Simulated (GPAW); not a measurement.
The system is C.

```
C
1.0
     2.52210    0.00000    0.00000
    -1.26105    2.18420    0.00000
     0.00000    0.00000    8.23710
C
8
Direct
  0.66667 0.33333 0.84375
  0.33333 0.66667 0.34375
  0.66667 0.33333 0.65625
  0.33333 0.66667 0.15625
  0.00000 0.00000 0.90625
  0.00000 0.00000 0.40625
  0.00000 0.00000 0.59375
  0.00000 0.00000 0.09375
```

This is a hexagonal form of diamond, not graphite.

```yaml
Program: GPAW 26.7.0
Task: relaxation of cell and atoms
Functional: r2SCAN
Potentials_or_basis: GPAW PAW data sets (gpaw-data 1.2.1)
Cutoff: 800 eV
Basis: pw
k_mesh: 7 × 7 × 2
Occupations: fermi-dirac, width 0.05 eV
Spin: no spin polarisation
```

At the start: pressure -2.5 GPa; volume 5.67 Å³/atom.

Where does the relaxation end?

Over 7 steps the energy falls by 2.7 meV/atom and the volume is 5.64 Å³/atom (-0.6 %); space group P6_3/mmc (No. 194, to 0.05 Å).

Step by step:
```tsv
step	energy change (eV)	largest force (eV/Å)	pressure (GPa)	volume (Å³)
1	0.0000	0.3601	-2.55	45.38
2	-0.0108	0.0955	-2.37	45.35
3	-0.0140	0.0468	-2.03	45.32
4	-0.0164	0.1063	-1.56	45.27
5	-0.0203	0.1308	-0.53	45.17
6	-0.0215	0.0683	0.02	45.11
7	-0.0217	0.0120	0.10	45.10
```

Final structure:
```yaml
crystal:
  lattice:
    - [2.50849, 0.00000, 0.00000]
    - [-1.25425, 2.17242, 0.00000]
    - [0.00000, 0.00000, 8.27606]
  atoms:
    - { symbol: C, position: [0.66667, 0.33333, 0.84453] }
    - { symbol: C, position: [0.33333, 0.66667, 0.34453] }
    - { symbol: C, position: [0.66667, 0.33333, 0.65547] }
    - { symbol: C, position: [0.33333, 0.66667, 0.15547] }
    - { symbol: C, position: [0.00000, 0.00000, 0.90709] }
    - { symbol: C, position: [0.00000, 0.00000, 0.40709] }
    - { symbol: C, position: [0.00000, 0.00000, 0.59291] }
    - { symbol: C, position: [0.00000, 0.00000, 0.09291] }
```

Caveat: the k mesh is coarse; later steps reuse the first step's grids; the PAW data sets were made with another functional, which shifts forces and pressure a little.
